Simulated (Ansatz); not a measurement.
The system is FeSi2 (Linzhiite).

```
Fe Si
1.0
     2.68400    0.00000    0.00000
     0.00000    2.68400    0.00000
     0.00000    0.00000    5.12800
Fe Si
1 2
Direct
  0.00000 0.00000 0.00000
  0.50000 0.50000 0.73000
  0.50000 0.50000 0.27000
```

- Program: Ansatz 0.2.0
- Task: relaxation of cell and atoms
- Functional: LDA
- Potentials or basis: Ansatz PAW
- Cutoff: 420 eV (not typed: the program's choice for these potentials)
- k mesh: 10 × 10 × 5
- Occupations: fermi-dirac, width 0.05 eV
- Spin: collinear spin, ferromagnetic start
- Starting moments: [3.0, 0.0, 0.0] μB
- Hubbard terms: Fe d U = 2 eV

At the start: volume 12.31 Å³/atom.

**Question.** How do energy, volume and symmetry change on relaxing?

**Answer.** It ends after 6 steps and the volume is 11.89 Å³/atom (-3.5 %); space group P4/mmm (No. 123, to 0.05 Å); moment 0.16 μB per cell.

The path:
```tsv
step	energy change (eV)	largest force (eV/Å)	volume (Å³)
1	0.0000	0.0182	36.94
2	-0.0252	0.1186	36.10
3	-0.0295	0.0156	35.64
4	-0.0295	0.0012	35.67
5	-0.0288	0.0009	35.67
6	-0.0288	0.0009	35.67
```

Final structure:
```
Fe Si
1.0
     2.65436    0.00000    0.00000
     0.00000    2.65436    0.00000
     0.00000    0.00000    5.06212
Fe Si
1 2
Direct
  0.00000 0.00000 0.00000
  0.50000 0.50000 0.72911
  0.50000 0.50000 0.27089
```

Caveat: the magnetic or orbital state may not be the lowest; the plane-wave basis is chosen anew once the cell has moved, so the energies of steps on either side of that aren't comparable; the PAW data sets come from PBE, with cores solved anew for the run's functional, which leaves a small shift of forces and pressure; the U is typed as a test and isn't derived for this compound; the starting moments weren't kept.
